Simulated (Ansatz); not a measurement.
# ZnO in Ansatz, vacancy hop by nudged elastic band

Run with:

```bash
ansatz run input.yaml --threads 4 --pin off --max-ram 8192MiB --backend cpu --events-out ev --progress --plain --runs-dir out
```

Input:

```yaml
crystal:
  lattice:
    - [3.353118, 5.80777, 0.0]
    - [-3.353118, 5.80777, 0.0]
    - [0.0, 0.0, 5.229304]
  atoms:
    - { symbol: Zn, position: [0.16295232, 0.16368236, -0.0051999] }
    - { symbol: Zn, position: [0.33391853, 0.33959177, 0.50215435] }
    - { symbol: O, position: [0.15958235, 0.16870553, 0.37117726] }
    - { symbol: O, position: [0.33603655, 0.33780162, 0.87160991] }
    - { symbol: Zn, position: [0.16434851, 0.66436061, 0.00682923] }
    - { symbol: Zn, position: [0.33665032, 0.83299235, 0.49204113] }
    - { symbol: O, position: [0.17028005, 0.6595691, 0.36846777] }
    - { symbol: O, position: [0.33388232, 0.83242862, 0.87000278] }
    - { symbol: Zn, position: [0.66823566, 0.16533762, -0.00565189] }
    - { symbol: Zn, position: [0.83522755, 0.3314921, 0.50251424] }
    - { symbol: O, position: [0.66816409, 0.16632598, 0.37314553] }
    - { symbol: O, position: [0.83230788, 0.32991273, 0.87341696] }
    - { symbol: Zn, position: [0.82953304, 0.83778864, 0.49723261] }
    - { symbol: O, position: [0.66637664, 0.67488318, 0.36902047] }
    - { symbol: O, position: [0.83512146, 0.82867436, 0.87383074] }
kpoints:
  mp_grid: { grid: [3, 3, 3] }
magnetization:
  spin_polarized: false
scf:
  occupations: { method: cold, width: 0.15 }
hamiltonian:
  pseudopotentials: { kind: paw }
  xc: pbe
basis:
  ecutwfc: 420
neb:
  images: 5
  relax_end_points: true
  climbing: true
  f_tol: 0.1
  max_iterations: 40
  order_check: false
  final_atoms:
    - { symbol: Zn, position: [0.16295232, 0.16368236, -0.0051999] }
    - { symbol: Zn, position: [0.33391853, 0.33959177, 0.50215435] }
    - { symbol: O, position: [0.15958235, 0.16870553, 0.37117726] }
    - { symbol: O, position: [0.33603655, 0.33780162, 0.87160991] }
    - { symbol: Zn, position: [0.16434851, 0.66436061, 0.00682923] }
    - { symbol: Zn, position: [0.33665032, 0.83299235, 0.49204113] }
    - { symbol: O, position: [0.17028005, 0.6595691, 0.36846777] }
    - { symbol: O, position: [0.33388232, 0.83242862, 0.87000278] }
    - { symbol: Zn, position: [0.66823566, 0.16533762, -0.00565189] }
    - { symbol: Zn, position: [0.83522755, 0.3314921, 0.50251424] }
    - { symbol: O, position: [0.66816409, 0.16632598, 0.37314553] }
    - { symbol: O, position: [0.83230788, 0.32991273, 0.87341696] }
    - { symbol: Zn, position: [0.66888325, 0.66178806, 0.00264416] }
    - { symbol: O, position: [0.66637664, 0.67488318, 0.36902047] }
    - { symbol: O, position: [0.83512146, 0.82867436, 0.87383074] }
```

Origin of the cell: a database entry, scaled a little.

The cell is 2×2×1 cells of ZnO with one Zn taken out; atom 13 (Zn) hops into the empty site, 3.24 Å away before the end points are relaxed. All atoms were shaken by about 0.02 Å first.

Output (shortened):

```
Warning: neb: disabling space-group detection — the band's intermediate images generally break the endpoint symmetry, so no spatial operation reduces the k-mesh or symmetrises the density, ex […]
Pseudopotentials: kind: paw
Pseudopotential: Zn, paw, valence charge 12, recommended cutoff 420 eV (normal), Zn.paw.azcp
Pseudopotential: O, paw, valence charge 6, recommended cutoff 420 eV (normal), O.paw.azcp
Functional definition: PBE
  exchange = pbe_x(kappa = kappa, mu = beta*pi^2/3)
  correlation = pbe_c(beta = beta)
parallel-image band execution: 4 concurrent image workers
NEB image 0
Crystal: 15 atoms, lattice volume = 203.672 Å³
Basis set: ecut = 420 eV, 3977 PW (Γ), exchange–correlation on 90×90×72 points (8 copies of the dense FFT grid, shifted against one another)
Bands: 81, of which v1, the nominal top of the filled ones, is band 66 counted from 1 (65 counted from 0)
[… 6 lines left out …]
Initial density: superposition of atomic densities (neutral atoms: chi_scale 0, normalization atom), corrected by the library's trained network
Functional: x = pbe(κ = 0.804, μ = 0.219515), c = pbe(β = 0.066725)
SCF iter   1: F=—  HF=-27769.511463 eV  Δρ=5.00e-3  dr2=2.56e-2  defer=29
SCF iter   2: F=—  HF=-27769.513662 eV  S|Δr|=    0.00e0  Δρ=3.16e-3  dr2=2.46e-2  defer=36
SCF iter   3: F=—  HF=-27769.511605 eV  S|Δr|=    0.00e0  Δρ=1.52e-3  dr2=6.37e-3  defer=36
[… 5 lines left out …]
SCF iter   9: F=—  HF=-27769.511496 eV  S|Δr|=    0.00e0  Δρ=2.60e-5  dr2=1.44e-6  defer=36
SCF iter  10: F=—  HF=-27769.511495 eV  S|Δr|=    0.00e0  Δρ=1.21e-5  dr2=3.88e-7  defer=36
SCF iter  11: F=-27769.511495 eV  HF=-27769.511495 eV  S|Δr|=    0.00e0  Δρ=2.90e-6  dr2=1.54e-8
NEB iter   1: max|band force component| = 3.339e1 eV/Å  barrier→ = 7.6587 eV  barrier← = 7.6586 eV  Δτ_max = 0.1284 Å  (87 SCF iters)
NEB iter   2: max|band force component| = 1.108e1 eV/Å  barrier→ = 2.5980 eV  barrier← = 2.5980 eV  Δτ_max = 0.2000 Å  (69 SCF iters)
NEB iter   3: max|band force component| = 5.056e0 eV/Å  barrier→ = 1.4969 eV  barrier← = 1.4969 eV  Δτ_max = 0.1189 Å  (71 SCF iters)
NEB iter   4: max|band force component| = 2.354e0 eV/Å  barrier→ = 1.1518 eV  barrier← = 1.1517 eV  Δτ_max = 0.0719 Å  (66 SCF iters)
NEB iter   5: max|band force component| = 1.458e0 eV/Å  barrier→ = 1.0464 eV  barrier← = 1.0463 eV  Δτ_max = 0.0657 Å  (58 SCF iters)
NEB iter   6: max|band force component| = 4.037e-1 eV/Å  barrier→ = 1.0098 eV  barrier← = 1.0098 eV  CI = image 4  Δτ_max = 0.2000 Å  (54 SCF iters)
NEB iter   7: max|band force component| = 4.105e-1 eV/Å  barrier→ = 1.0506 eV  barrier← = 1.0506 eV  CI = image 4  Δτ_max = 0.0955 Å  (58 SCF iters)
NEB iter   8: max|band force component| = 1.513e-1 eV/Å  barrier→ = 1.0481 eV  barrier← = 1.0480 eV  CI = image 4  Δτ_max = 0.0316 Å  (54 SCF iters)
NEB iter   9: max|band force component| = 6.382e-2 eV/Å  barrier→ = 1.0478 eV  barrier← = 1.0477 eV  CI = image 4  Δτ_max = 0.0000 Å  (45 SCF iters)
--- NEB band (7 images, 9 band iterations, 562 SCF iterations, 86 more in tests of the images' electronic states and relaxations of end points) ---
  forward barrier  = 1.047750 eV
  backward barrier = 1.047724 eV
  lagrangian_above_aufbau_ev (what the smearing adds, to first order; not taken off the barriers): saddle image +0.003972 eV, end points -0.016123 and -0.016111 eV
  climbing image's point = of an order that was not read
  energies are F+E_penalty+E_count in eV, relative to image 0
  image     s (Å)  Δ vs image 0  max|band force component| (eV/Å)
      0    0.0000      0.000000                                 —
      1    0.5363      0.398842                          6.382e-2
      2    1.0728      0.380732                          1.628e-2
      3    1.6094      0.785097                          5.106e-2
  *   4    2.1461      1.047750                          1.389e-2
      5    2.8723      0.590953                          2.286e-2
      6    3.5984      0.000027                                 —
```

The converged band:

```csv
image,path over all atoms (Å),ΔF (eV),Zn x,y,z (Å)
0,0.00,0.000,0.00,9.64,2.59
1,0.54,0.399,0.00,9.57,2.13
2,1.07,0.381,0.00,9.39,1.69
3,1.61,0.785,0.00,9.07,1.31
4,2.15,1.048,0.00,8.71,0.92
5,2.87,0.591,0.00,8.23,0.41
6,3.60,0.000,0.00,7.78,-0.02
```

Relaxed start, forces in eV/Å:

```xyz
15
Lattice="3.353 5.808 0.000 -3.353 5.808 0.000 0.000 0.000 5.229" Properties=species:S:1:pos:R:3:forces:R:3 pbc="T T T" image=0
Zn    0.000    1.925   -0.054    0.000    0.001    0.002
Zn    0.000    3.872    2.554    0.000    0.000   -0.001
O     0.000    1.942    1.959    0.000   -0.002    0.000
O     0.000    3.872    4.592    0.000    0.000    0.001
Zn   -1.686    4.845   -0.054    0.001    0.000    0.002
Zn   -1.646    6.793    2.592    0.000   -0.001   -0.002
O    -1.671    4.836    1.959   -0.001    0.001    0.000
O    -1.850    6.675    4.529   -0.001    0.000    0.000
Zn    1.685    4.845   -0.054    0.000    0.000    0.002
Zn    1.646    6.793    2.592   -0.001    0.001   -0.001
O     1.670    4.836    1.959    0.002    0.001    0.000
O     1.850    6.676    4.529    0.000    0.000   -0.001
Zn    0.000    9.645    2.592    0.001   -0.001   -0.002
O     0.000    7.744    2.176    0.001    0.000    0.001
O     0.000    9.879    4.529    0.000    0.000    0.000
```

Highest image (4), forces in eV/Å:

```xyz
15
Lattice="3.353 5.808 0.000 -3.353 5.808 0.000 0.000 0.000 5.229" Properties=species:S:1:pos:R:3:forces:R:3 pbc="T T T" image=4
Zn    0.002    1.952   -0.071    0.000   -0.004   -0.007
Zn    0.002    3.821    2.528    0.000    0.011    0.002
O     0.002    1.883    1.946    0.000   -0.014    0.005
O     0.002    3.897    4.547    0.000    0.002   -0.003
Zn   -1.611    4.957   -0.079   -0.004   -0.006    0.009
Zn   -1.720    6.632    2.596   -0.007    0.010    0.008
O    -1.568    4.795    1.891    0.004   -0.012   -0.007
O    -1.800    6.771    4.537   -0.001    0.011   -0.005
Zn    1.615    4.957   -0.079    0.004   -0.006    0.009
Zn    1.724    6.632    2.596    0.007    0.010    0.008
O     1.572    4.795    1.891   -0.004   -0.012   -0.007
O     1.804    6.771    4.537    0.001    0.011   -0.005
Zn    0.002    8.710    0.917    0.000   -0.001   -0.004
O     0.002    7.413    2.134    0.000   -0.004   -0.010
O     0.002    9.887    4.783    0.000    0.002    0.006
```

Relaxed end, forces in eV/Å:

```xyz
15
Lattice="3.353 5.808 0.000 -3.353 5.808 0.000 0.000 0.000 5.229" Properties=species:S:1:pos:R:3:forces:R:3 pbc="T T T" image=6
Zn    0.003    1.934   -0.059    0.000    0.001    0.001
Zn    0.003    3.881    2.563    0.001    0.002   -0.003
O     0.003    1.934    1.981    0.000    0.001   -0.010
O     0.003    3.865    4.575   -0.001   -0.013    0.004
Zn   -1.704    4.821   -0.021   -0.001   -0.001    0.000
Zn   -1.664    6.769    2.562    0.002   -0.002   -0.001
O    -1.500    4.939    1.916    0.000    0.000    0.001
O    -1.678    6.777    4.575   -0.010    0.006    0.003
Zn    1.710    4.821   -0.021    0.003   -0.001    0.001
Zn    1.671    6.769    2.563   -0.002    0.000   -0.002
O     1.506    4.938    1.916    0.000   -0.001    0.000
O     1.685    6.777    4.575    0.010    0.007    0.004
Zn    0.003    7.777   -0.021    0.000    0.002   -0.001
O     0.003    7.542    1.916    0.000    0.000    0.000
O     0.003    9.678    4.791    0.000   -0.001    0.004
```

Barrier of this path: 1.05 eV forwards, 1.05 eV backwards, after 9 band iterations.

Caveats: no spin, though holes on the anions or broken bonds may carry moments; the k mesh is coarse if the cell is a metal; a small cell with a neutral vacancy and no spin, whose shape can make like sites unlike; the cell is held at a rescaled volume, and strain moves barriers; the hop was drawn among near neighbours and need not be the easiest path; few images and a loose tolerance, and neither the top nor the ends were tested for their order.

Time: 11 min on 4 threads of Arm Neoverse V1, on a shared host, peak memory 1.5 GiB, from the program's own first density.
